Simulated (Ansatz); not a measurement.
Relaxing BeTe₂

These are results of DFT PBE, scalar-relativistic, plane waves, PAW (Ansatz), not measurements. Cutoff 420 eV, Γ-centred k mesh, Gaussian smearing, no spin polarisation in the final step.

The start puts BeTe₂ on the anatase structure type (I4_1/amd, No. 141), with Be in place of Ti, Te in place of O, at a guessed volume.

```
CELL_PARAMETERS angstrom
-2.47978 2.47978 6.23319
2.47978 -2.47978 6.23319
2.47978 2.47978 -6.23319
ATOMIC_POSITIONS crystal
Be 0.00000 0.00000 0.00000
Be 0.75000 0.25000 0.50000
Te 0.20660 0.20660 0.00000
Te 0.95660 0.45660 0.50000
Te 0.54340 0.04340 0.50000
Te 0.79340 0.79340 0.00000
```

Cell and atoms relax at zero pressure; the relaxation can't lower the symmetry of the start.

Energies over the elements count from the elements' standard structures at the same level, with no empirical corrections.

Q: What does it relax into?

A: It keeps I4_1/amd (No. 141). The result has the anatase structure. Conventional cell: a = 5.281 Å, c = 9.875 Å. Be is coordinated by 6 Te at 2.55–2.64 Å; around Te lie 3 Be at 2.55–2.64 Å.

```xyz
6
Lattice="-2.6406 2.6406 4.9373 2.6406 -2.6406 4.9373 2.6406 2.6406 -4.9373" Properties=species:S:1:pos:R:3 pbc="T T T"
Be    0.0000    0.0000    0.0000
Be    0.0000    2.6406    2.4687
Te    0.0000    0.0000    2.5451
Te    2.6406    0.0000    0.0764
Te    2.6406    0.0000    4.8609
Te    0.0000    0.0000    7.3295
```

Q: What are its volume, energy, density and gap?

A: The volume per atom is 22.95 Å³, the density is 6.37 g/cm³ and the energy over the elements is 0.19 eV/atom. The gap on the 10×10×10 mesh is 0 eV (a metal).

The final run used a 10×10×10 mesh on its 6-atom cell and 0.10 eV smearing. The k mesh leaves about 4 meV/atom of noise in metals. Spin–orbit coupling is left out. A structure relaxed within its symmetry needn't be a true minimum. The steps took roughly 6 core-minutes in all.